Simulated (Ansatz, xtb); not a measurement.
Relative energy of two isomers of C4H10O

Structure X is `CC(C)CO`, a singlet and structure Y is `CC(C)(C)O`, a singlet. Both are isolated molecules in the gas phase, relaxed with B3LYP-D3(BJ)/def2-SVP; the shapes shown needn't be the lowest conformers.

X (Å):

```xyz
15

C    -0.5050    1.4025   -1.0707
C    -0.6458   -0.1141   -1.2262
C    -1.9327   -0.6283   -0.5710
C     0.5905   -0.8423   -0.6772
O     0.8255   -0.6027    0.6965
H    -1.3957    1.9307   -1.4461
H     0.3718    1.7807   -1.6206
H    -0.3680    1.6631   -0.0097
H    -0.6935   -0.3577   -2.3041
H    -2.8229   -0.1475   -1.0054
H    -1.9448   -0.4045    0.5100
H    -2.0445   -1.7183   -0.6950
H     1.4907   -0.4863   -1.2044
H     0.5013   -1.9283   -0.8870
H     0.0994   -0.9936    1.1985
```

Y (Å):

```xyz
15

C    -0.2922    0.5832   -1.8296
C    -0.0348   -0.1650   -0.5224
C     1.2658    0.3176    0.1326
C    -1.2194   -0.0023    0.4387
O     0.0959   -1.5385   -0.8957
H    -0.4093    1.6627   -1.6508
H     0.5468    0.4288   -2.5248
H    -1.2067    0.2027   -2.3090
H     2.1146    0.1604   -0.5500
H     1.4647   -0.2431    1.0619
H     1.2167    1.3869    0.3923
H    -1.0445   -0.5664    1.3708
H    -1.3780    1.0529    0.7123
H    -2.1399   -0.3868   -0.0260
H     0.2607   -2.0478   -0.0911
```

Energies in hartree; the thermal terms are from B3LYP-D3(BJ)/def2-SVP harmonic frequencies (ideal gas, rigid rotor, one conformer each, 298.15 K, 1 atm) and include the zero-point energy:

|  | X | Y |
| --- | --- | --- |
| E, CCSD(T)/def2-SVP | −232.835202 | −232.844711 |
| E, MP2/def2-SVP | −232.750267 | −232.760160 |
| E, MP2/def2-TZVPP | −233.195532 | −233.205815 |
| zero-point energy | 0.136353 | 0.135012 |
| H(298 K) − E | 0.143958 | 0.142624 |
| G(298 K) − E | 0.106928 | 0.106103 |

Problem. Correct the CCSD(T) difference for the basis set by the MP2 change, then work out ΔE, ΔE₀, ΔH and ΔG for X → Y in kcal/mol (1 Eh = 627.51 kcal/mol) and the equilibrium ratio [Y]/[X].

Solution. 1. Differences Y − X: CCSD(T) −0.009509, MP2 in the small set −0.009893, MP2 in the large set −0.010283 Eh.
2. ΔE = −0.009509 + (−0.010283 − (−0.009893)) = −0.009899 Eh = −6.21 kcal/mol.
3. ΔE₀ = ΔE + ΔZPE = −0.009899 + (−0.001341) Eh = −7.05 kcal/mol.
4. ΔH = ΔE + (−0.001334) Eh = −7.05 kcal/mol.
5. ΔG = ΔE + (−0.000825) Eh = −6.73 kcal/mol, so ΔS = (ΔH − ΔG)/T = −4.5 J/(mol K).
6. kT = 0.9442 mEh, so K = [Y]/[X] = exp(−ΔG/kT) = exp(+11.36) ≈ 8.6 × 10^4.

Structure Y is favoured at this temperature. An error of 1 kcal/mol in ΔG would change K by a factor of 5.4. Mirror images and further conformers aren't counted.

As drawn, both hold the same kinds of bond in the same numbers. Structure X has 2 methyl groups, Y 3.

Other levels gave ΔE = −4.7 (GFN2-xTB); −4.4 (HF/STO-3G, GFN2-xTB geometries); −6.0 (r2SCAN-D4/def2-SVP, GFN2-xTB geometries); −5.1 (B3LYP-D3(BJ)/def2-SVP); −5.0 (HF/def2-SVP); −6.2 (MP2/def2-SVP); −6.0 (CCSD(T)/def2-SVP) kcal/mol. The correlated steps freeze 5 core orbitals. Programs: Ansatz 0.2.0, xtb 6.7.1.
